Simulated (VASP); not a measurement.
Wanted: the native input for a VASP 6.6.1 run.

* Task: single point
* Functional: r2SCAN
* Potentials or basis: VASP PAW PBE potentials, release 64 (C, N, H)
* Cutoff: 520 eV
* k mesh: 2 × 2 × 1
* Occupations: fermi-dirac, width 0.05 eV
* Spin: no spin polarisation
* Dipole correction: no
* Further INCAR settings: LREAL = Auto; ALGO = Normal; EDIFF = 1e-06; NBANDS = 55

The system is HC18N, a slab with vacuum.

```
C N H
1.0
     7.39800    0.00000    0.00000
    -3.69900    6.40686    0.00000
     0.00000    0.00000   12.00000
C N H
18 1 1
Direct
  0.99944 0.01609 0.07716
  0.21913 0.12608 0.07666
  0.99971 0.34569 0.08372
  0.22016 0.45913 0.07612
  0.00039 0.68790 0.08389
  0.22022 0.79449 0.07611
  0.33039 0.01424 0.07607
  0.55086 0.12127 0.08362
  0.33032 0.34954 0.07604
  0.55017 0.46280 0.08376
  0.33144 0.68223 0.07672
  0.55112 0.79193 0.07718
  0.66198 0.01508 0.08099
  0.88859 0.12839 0.08101
  0.65698 0.34518 0.10815
  0.89353 0.46345 0.10833
  0.66180 0.67960 0.08142
  0.88876 0.79307 0.08145
  0.77513 0.41086 0.21459
  0.77493 0.28396 0.24786
```

The cell was built by a generator and needn't be a form met in nature.

The input as run:

POSCAR

```
HC18N
1.0
    7.3980000000      0.0000000000      0.0000000000
   -3.6990000000      6.4068560000      0.0000000000
    0.0000000000      0.0000000000     12.0000000000
C N H
18 1 1
Direct
   -0.0005621072      0.0160886445      0.0771555071
    0.2191275312      0.1260764315      0.0766560483
   -0.0002913552      0.3456932674      0.0837208579
    0.2201589423      0.4591291945      0.0761181699
    0.0003921834      0.6879024468      0.0838867539
    0.2202245914      0.7944927111      0.0761098034
    0.3303904475      0.0142399006      0.0760668412
    0.5508568551      0.1212657573      0.0836178321
    0.3303204083      0.3495449589      0.0760425703
    0.5501687748      0.4627952557      0.0837619812
    0.3314390452      0.6822311489      0.0767213319
    0.5511228817      0.7919345993      0.0771792004
    0.6619757418      0.0150752138      0.0809925466
    0.8885897273      0.1283857742      0.0810092852
    0.6569772354      0.3451839046      0.1081537633
    0.8935292675      0.4634514412      0.1083284450
    0.6617970737      0.6795989822      0.0814191185
    0.8887636751      0.7930746870      0.0814463378
    0.7751258309      0.4108578959      0.2145893963
    0.7749338497      0.2839610847      0.2478569095
```

INCAR.step1

```
ALGO     = Normal         # electronic algorithm
EDIFF    = 1E-4           # SCF threshold, eV
ENCUT    = 520            # plane-wave cutoff, eV
GGA      = PE             # functional
ISMEAR   = -1             # smearing method
LASPH    = True           # aspherical terms in the spheres
LCHARG   = False          # write CHGCAR
LREAL    = Auto         
LWAVE    = True           # write WAVECAR
NBANDS   = 55             # bands
NELM     = 100            # most SCF steps
PREC     = Accurate       # precision mode
SIGMA    = 0.05           # smearing width, eV
```

INCAR.step2

```
ALGO     = Normal         # electronic algorithm
EDIFF    = 1E-6           # SCF threshold, eV
ENCUT    = 520            # plane-wave cutoff, eV
ISIF     = 2              # what is computed and relaxed
ISMEAR   = -1             # smearing method
ISTART   = 1            
LASPH    = True           # aspherical terms in the spheres
LCHARG   = False          # write CHGCAR
LMIXTAU  = True         
LREAL    = Auto         
LWAVE    = False          # write WAVECAR
METAGGA  = R2SCAN         # meta-GGA
NBANDS   = 55             # bands
NELM     = 100            # most SCF steps
PREC     = Accurate       # precision mode
SIGMA    = 0.05           # smearing width, eV
```

KPOINTS

```
k-points
0
Gamma
  2 2 1
```

Potentials or basis: VASP PAW PBE potentials, release 64 (C, N, H).

Run with:

```sh
$ cat potpaw_PBE.64/C/POTCAR potpaw_PBE.64/N/POTCAR potpaw_PBE.64/H/POTCAR > POTCAR
$ cp INCAR.step1 INCAR
$ mpirun -np 1 vasp_std > vasp.out
$ cp INCAR.step2 INCAR
$ mpirun -np 1 vasp_std > vasp.out
```

Results of the run:

```yaml
Largest_force: 0.141 eV/Å
Band_gap_on_the_k_mesh: 0.25 eV, direct
```

Caveat: the k mesh is coarse (spacing up to 0.49 Å⁻¹), so the values aren't converged; the PAW data sets were made with another functional, which shifts forces and pressure a little.

Run time: 9.4 min on 1 thread of Intel(R) Xeon(R) 6975P-C (Granite Rapids), on a shared host, peak memory 0.7 GiB.
